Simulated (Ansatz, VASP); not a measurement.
# One calculation of Se, two programs

```
CELL_PARAMETERS angstrom
1.39427 -4.03900 0.00000
1.39427 4.03900 0.00000
0.00000 0.00000 4.61343
ATOMIC_POSITIONS crystal
Se 0.93976 0.06024 0.25000
Se 0.06024 0.93976 0.75000
```

Alike in both runs: functional PBE; k mesh 6 × 6 × 4; occupations gaussian, width 0.1 eV; no spin polarisation.

Ansatz relaxed the structure, and its values are those at the end. VASP's run is a single point on that final structure, the one shown.

|  | VASP | Ansatz |
| --- | --- | --- |
| version | VASP 6.6.1 | Ansatz 0.2.0 |
| potentials or method | VASP PAW PBE potentials, release 64 (Se) | scalar-relativistic, plane waves, PAW |
| plane-wave cutoff (eV) | 520 | 420 |
| valence electrons in the cell | 12 | 32 |

```csv
,VASP,Ansatz,Ansatz less VASP
gap on the k mesh at the Fermi level (eV),none,none,-
pressure (GPa),2.5,2.4,-0.06
rms of the force components (eV/Å),0.004,0.002,-0.0019
```

A gap of «none» marks a metal or a gap that the smearing closes. The functional is the same, so the differences come from potentials, cutoffs and numerics. The two sets of potentials don't hold the same shells in valence. Ansatz warned: «stress_scf_threshold_loose».

Caveats: the k mesh is coarse (spacing up to 0.40 Å⁻¹), so the values aren't converged.
